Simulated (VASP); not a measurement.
Runs of VASP 6.6.1 on CdF2. Symmetry: R3m, No. 160, trigonal system. The conventional cell has a = 3.746 Å, b = 3.746 Å, c = 9.176 Å, α = 90.00°, β = 90.00°, γ = 120.00°. Cd (site symmetry 3m) has 4 F at 2.03 to 2.22 Å as nearest neighbours. F (site symmetry 3m) is surrounded by 1 Cd at 2.03 Å. F (site symmetry 3m) is surrounded by 3 Cd at 2.22 Å. 

```csv
cell,gap on the mesh (eV),pressure (GPa),largest force (eV/Å)
"all Cd atoms moved +0.263 Å, as atom 1 along Cartesian [1 1 1]",3.00,(c),(b)
"all Cd atoms moved +0.075 Å, as atom 1 along Cartesian [1 1 1]",2.98,1.6,0.51
"all Cd atoms moved +0.188 Å, as atom 1 along Cartesian [1 1 1]",(a),3.8,1.46
"all Cd atoms moved -0.300 Å, as atom 1 along Cartesian [1 1 1]",2.96,8.2,2.95
```

Alike in all rows: task single point; level LDA; potentials or basis VASP PAW LDA potentials, release 64 (Cd, F); no spin polarisation; k mesh 8 × 8 × 8; cutoff (eV) 520; smearing gaussian 0.05 eV.

Question: Estimate the missing entries.

Answer: (a) 3.01; (b) 2.36; (c) 6.4.

Caveats: forces of over 1 eV/Å show positions far from the minimum, so gaps and moduli don't describe the material at rest (some runs).

A k mesh can miss the band edges, and the runs leave out spin-orbit coupling on Cd.

Not every run made on this cell is shown here.
